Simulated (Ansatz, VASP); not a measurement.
**C: VASP beside Ansatz**

Contents of INCAR:

```
PREC     = Accurate       # precision mode
ENCUT    = 520            # plane-wave cutoff, eV
EDIFF    = 1E-6           # SCF threshold, eV
ISMEAR   = 0              # smearing method
SIGMA    = 0.05           # smearing width, eV
LREAL    = False          # projectors in reciprocal space
LASPH    = True           # aspherical terms in the spheres
NELM     = 100            # most SCF steps
ALGO     = Normal         # electronic algorithm
ISIF     = 2              # what is computed and relaxed
LWAVE    = False          # write WAVECAR
LCHARG   = False          # write CHGCAR
GGA      = PE             # functional
NBANDS   = 26             # bands
```

KPOINTS

```
regular mesh
0
Gamma
  12 12 4
```

POSCAR

```
C
1.0
    2.5431986764      0.0000000000      0.0000000000
   -1.2715993382      2.2024746606      0.0000000000
    0.0000000000      0.0000000000      8.3045881819
C
8
Direct
    0.0000000000      0.0000000000      0.0929681641
    0.0000000000      0.0000000000      0.5929681641
    0.0000000000      0.0000000000      0.4070318359
    0.0000000000      0.0000000000      0.9070318359
    0.3333333333      0.6666666667      0.1555285626
    0.6666666667      0.3333333333      0.6555285626
    0.3333333333      0.6666666667      0.3444714374
    0.6666666667      0.3333333333      0.8444714374
```

Input for Ansatz:

```yaml
crystal:
  lattice:
    - [2.5431986764, 0.0, 0.0]
    - [-1.2715993382, 2.2024746606, 0.0]
    - [0.0, 0.0, 8.3045881819]
  atoms:
    - { symbol: C, position: [0.0, 0.0, 0.0929681641] }
    - { symbol: C, position: [0.0, 0.0, 0.5929681641] }
    - { symbol: C, position: [0.0, 0.0, 0.4070318359] }
    - { symbol: C, position: [0.0, 0.0, 0.9070318359] }
    - { symbol: C, position: [0.3333333333, 0.6666666667, 0.1555285626] }
    - { symbol: C, position: [0.6666666667, 0.3333333333, 0.6555285626] }
    - { symbol: C, position: [0.3333333333, 0.6666666667, 0.3444714374] }
    - { symbol: C, position: [0.6666666667, 0.3333333333, 0.8444714374] }
basis:
  ecutwfc: 420
kpoints:
  mp_grid: { grid: [12, 12, 4] }
hamiltonian:
  xc: pbe
scf:
  occupations: { method: gaussian, width: 0.05 }
output:
  forces: true
  stress: true
  eigenvalues: true
  write_density: true
  write_potential: true
  elf: true
  volumetric_format: npy
```

Change from the starting cell: strain +0.0100 x Voigt [1, 1, 0, 0, 0, 0], atoms carried along.

Alike in both runs: task single point; functional PBE; k mesh 12 × 12 × 4; occupations gaussian, width 0.05 eV; no spin polarisation.

```csv
,VASP,Ansatz
version,VASP 6.6.1,Ansatz 0.2.0
potentials or method,"VASP PAW PBE potentials, release 64 (C)","scalar-relativistic, plane waves, PAW"
plane-wave cutoff (eV),520,420
valence electrons in the cell,32,32
```

Ansatz gave:

```
gap on the k mesh at the Fermi level (eV)       : 4.39
least direct gap on the mesh (eV)               : 5.15
pressure (GPa)                                  : -8.2
largest component of the traceless stress (GPa) : 7.58
rms of the force components (eV/Å)              : 0.015
```

Task: What did VASP give for the same quantities?

Result: gap on the k mesh at the Fermi level (eV): 4.38; least direct gap on the mesh (eV): 5.14; pressure (GPa): -7.7; largest component of the traceless stress (GPa): 7.58; rms of the force components (eV/Å): 0.015.

Atom by atom the forces differ by 0.001 eV/Å (rms over components).
